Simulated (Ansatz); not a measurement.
The system is AlCu.

```xyz
2
Lattice="2.9975 0.0000 0.0000 0.0000 2.9975 0.0000 0.0000 0.0000 2.9975" Properties=species:S:1:pos:R:3 pbc="T T T"
Cu    1.4988    1.4988    1.4988
Al    0.0000    0.0000    0.0000
```

The cell comes from a database or a generator and needn't be the stable form of this composition.

| Property | Result |
| --- | --- |
| Program | Ansatz 0.2.0 |
| Task | relaxation of cell and atoms |
| Functional | HSE06 |
| Potentials or basis | Ansatz PAW |
| Cutoff | 420 eV (not typed: the program's choice for these potentials) |
| k mesh | 5 × 5 × 5 |
| Occupations | fermi-dirac, width 0.05 eV |
| Spin | no spin polarisation |

At the start: volume 13.47 Å³/atom.

Problem. How do energy, volume and symmetry change on relaxing?

Solution. It ends after 4 steps and the volume is 13.84 Å³/atom (+2.8 %); space group Pm-3m (No. 221, to 0.05 Å).

The path:
| step | energy change (eV) | largest force (eV/Å) | volume (Å³) |
| --- | --- | --- | --- |
| 1 | 0.0000 | 0.0000 | 26.93 |
| 2 | -0.0045 | 0.0000 | 27.36 |
| 3 | -0.0053 | 0.0000 | 27.68 |
| 4 | -0.0061 | 0.0000 | 27.68 |

Final structure:
```yaml
crystal:
  lattice:
    - [3.02484, 0.00000, 0.00000]
    - [0.00000, 3.02484, 0.00000]
    - [0.00000, 0.00000, 3.02484]
  atoms:
    - { symbol: Cu, position: [0.50000, 0.50000, 0.50000] }
    - { symbol: Al, position: [0.00000, 0.00000, 0.00000] }
```

Caveat: the k mesh is coarse (spacing up to 0.42 Å⁻¹), so the values aren't converged, least of all with exact exchange; the plane-wave basis is chosen anew once the cell has moved, so the energies of steps on either side of that aren't comparable; the PAW data sets come from PBE, with cores solved anew for the run's functional, which leaves a small shift of forces and pressure.
